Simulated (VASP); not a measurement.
A run of VASP 6.6.1:

INCAR

```
  PREC = Accurate
  ENCUT = 520
  EDIFF = 1E-7
  ISMEAR = -1
  SIGMA = 0.05
  LREAL = False
  LASPH = True
  NELM = 100
  ALGO = Fast
  ISIF = 2
  LWAVE = False
  LCHARG = False
  GGA = PS
```

KPOINTS

```
regular mesh
0
Gamma
  4 4 4
```

File POSCAR:

```
Ga2O3
1.0
    2.8769363900      0.0000000000      4.4776666700
   -1.4384682000      2.4915000000      4.4776666700
   -1.4384682000     -2.4915000000      4.4776666700
Ga O
4 6
Direct
    0.3554000000      0.3554000000      0.3554000000
    0.1446000000      0.1446000000      0.1446000000
    0.6446000000      0.6446000000      0.6446000000
    0.8554000000      0.8554000000      0.8554000000
    0.5549000000     -0.0549000000      0.2500000000
   -0.0549000000      0.2500000000      0.5549000000
    0.2500000000      0.5549000000     -0.0549000000
    0.4451000000      1.0549000000      0.7500000000
    1.0549000000      0.7500000000      0.4451000000
    0.7500000000      0.4451000000      1.0549000000
```

Potentials or basis: VASP PAW PBE potentials, release 64 (Ga_d, O).

The run is started by

```bash
$ cat potpaw_PBE.64/Ga_d/POTCAR potpaw_PBE.64/O/POTCAR > POTCAR
$ mpirun -np 1 vasp_std > vasp.out
```

Hardware: 1 thread of Intel(R) Xeon(R) 6975P-C (Granite Rapids) (shared host).

Problem. How long does it take, and how much memory?

Solution. Wall time 57 s on 1 thread of Intel(R) Xeon(R) 6975P-C (Granite Rapids), with other jobs on the host, peak memory 0.25 GiB. Counts: scf iterations 20, k points 13.
